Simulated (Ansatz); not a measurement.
# Mg: the cost of one run

Program: Ansatz 0.2.0. Level of theory: DFT PBE, scalar-relativistic, plane waves, PAW. These are calculated values, not measurements.

3 further runs of the same task are left out: 1 that didn't finish, 2 set aside as unsound or not needed.

### Step 1. The structure to begin with

The structure is monoclinic, space group C2/m (No. 12). The conventional cell has a = 8.768 Å, b = 15.187 Å, c = 8.768 Å, α = 90.00°, β = 109.47°, γ = 90.00°. Mg (site symmetry m) has 7 Mg at 3.10 Å as nearest neighbours. Mg (site symmetry 1) is surrounded by 8 Mg at 3.10 Å. Mg (site symmetry 1) has 7 Mg at 3.10 Å as nearest neighbours. Mg (site symmetry m) is surrounded by 8 Mg at 3.10 Å. Mg (site symmetry 2) is surrounded by 8 Mg at 3.10 Å. Only part of the 9 independent sites is listed.

Structure file:

```
Mg
1.0
     3.57971    7.15942    3.57971
     7.15942    3.57971   -3.57971
    -3.57971    7.15942   -3.57971
Mg
23
Direct
  0.12500 0.00000 0.62500
  0.08333 0.33333 0.75000
  0.04167 0.66667 0.87500
  0.25000 0.00000 0.25000
  0.20833 0.33333 0.37500
  0.16667 0.66667 0.50000
  0.33333 0.33333 0.00000
  0.29167 0.66667 0.12500
  0.37500 0.00000 0.87500
  0.50000 0.00000 0.50000
  0.45833 0.33333 0.62500
  0.41667 0.66667 0.75000
  0.62500 0.00000 0.12500
  0.58333 0.33333 0.25000
  0.54167 0.66667 0.37500
  0.66667 0.66667 0.00000
  0.75000 0.00000 0.75000
  0.70833 0.33333 0.87500
  0.87500 0.00000 0.37500
  0.83333 0.33333 0.50000
  0.79167 0.66667 0.62500
  0.95833 0.33333 0.12500
  0.91667 0.66667 0.25000
```

It goes back to an entry of the Materials Project, which need not be the stable form.

It is built from the cell relaxed beforehand with the same method (22.94 Å³/atom).

### Step 2. The vacancy and the jump

The supercell lacks one Mg atom, at fractional position (0.000, 0.000, 0.000), and holds 23 atoms. Atom 9 (Mg), 3.10 Å away, is to jump into the empty site. The cell is fixed.

### Step 3. Relaxing around the vacancy

input.yaml reads:

```yaml
crystal:
  lattice:
    - [3.5797091923, 7.1594183846, 3.5797091923]
    - [7.1594183846, 3.5797091923, -3.5797091923]
    - [-3.5797091923, 7.1594183846, -3.5797091923]
  atoms:
    - { symbol: Mg, position: [0.125, 0.0, 0.625] }
    - { symbol: Mg, position: [0.0833333333, 0.3333333333, 0.75] }
    - { symbol: Mg, position: [0.0416666667, 0.6666666667, 0.875] }
    - { symbol: Mg, position: [0.25, 0.0, 0.25] }
    - { symbol: Mg, position: [0.2083333333, 0.3333333333, 0.375] }
    - { symbol: Mg, position: [0.1666666667, 0.6666666667, 0.5] }
    - { symbol: Mg, position: [0.3333333333, 0.3333333333, 0.0] }
    - { symbol: Mg, position: [0.2916666667, 0.6666666667, 0.125] }
    - { symbol: Mg, position: [0.375, 0.0, 0.875] }
    - { symbol: Mg, position: [0.5, 0.0, 0.5] }
    - { symbol: Mg, position: [0.4583333333, 0.3333333333, 0.625] }
    - { symbol: Mg, position: [0.4166666667, 0.6666666667, 0.75] }
    - { symbol: Mg, position: [0.625, 0.0, 0.125] }
    - { symbol: Mg, position: [0.5833333333, 0.3333333333, 0.25] }
    - { symbol: Mg, position: [0.5416666667, 0.6666666667, 0.375] }
    - { symbol: Mg, position: [0.6666666667, 0.6666666667, 0.0] }
    - { symbol: Mg, position: [0.75, 1.0, 0.75] }
    - { symbol: Mg, position: [0.7083333333, 0.3333333333, 0.875] }
    - { symbol: Mg, position: [0.875, 1.0, 0.375] }
    - { symbol: Mg, position: [0.8333333333, 0.3333333333, 0.5] }
    - { symbol: Mg, position: [0.7916666667, 0.6666666667, 0.625] }
    - { symbol: Mg, position: [0.9583333333, 0.3333333333, 0.125] }
    - { symbol: Mg, position: [0.9166666667, 0.6666666667, 0.25] }
basis:
  ecutwfc: 420
kpoints:
  mp_grid: { grid: [4, 4, 4] }
hamiltonian:
  xc: pbe
scf:
  occupations: { method: gaussian, width: 0.1 }
output:
  forces: true
  stress: true
  eigenvalues: true
  write_density: true
  write_potential: true
  elf: true
  volumetric_format: npy
relax:
  adjacent_minimum: "off"
  f_tol: 0.02
  max_steps: 50
```

Run with:

```bash
$ ansatz run input.yaml --threads 4 --pin off --max-ram 9216MiB --backend cpu --events-out ev --progress --plain --runs-dir out
```

What time and memory should one allow on 4 threads of Intel Xeon Platinum 8559C (Emerald Rapids), shared host?

About 94 s, with a peak of 2.3 GiB.
